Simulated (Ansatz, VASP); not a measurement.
## One calculation of Ti, two programs

```
Ti
1.0
    -1.62582    1.62582    1.62582
     1.62582   -1.62582    1.62582
     1.62582    1.62582   -1.62582
Ti
1
Direct
  0.00000 0.00000 0.00000
```

Alike in both runs: task electric field gradients; functional PBE; k mesh 18 × 18 × 18; occupations fermi-dirac, width 0.05 eV; no spin polarisation.

|  | VASP | Ansatz |
| --- | --- | --- |
| version | VASP 6.6.1 | Ansatz 0.2.0 |
| potentials or method | VASP PAW PBE potentials, release 64 (Ti_sv) | PAW with Ansatz's default frozen-core files, scalar-relativistic |
| plane-wave cutoff (eV) | 520 | 420 |
| valence electrons in the cell | 12 | 12 |

|  | VASP | Ansatz | Ansatz less VASP |
| --- | --- | --- | --- |
| pressure (GPa) | 0.2 | 0.4 | +0.26 |
| Vzz of the field gradient on the site that differs most (V/Å²) | 0.0 | 0.0 | 0.00 |
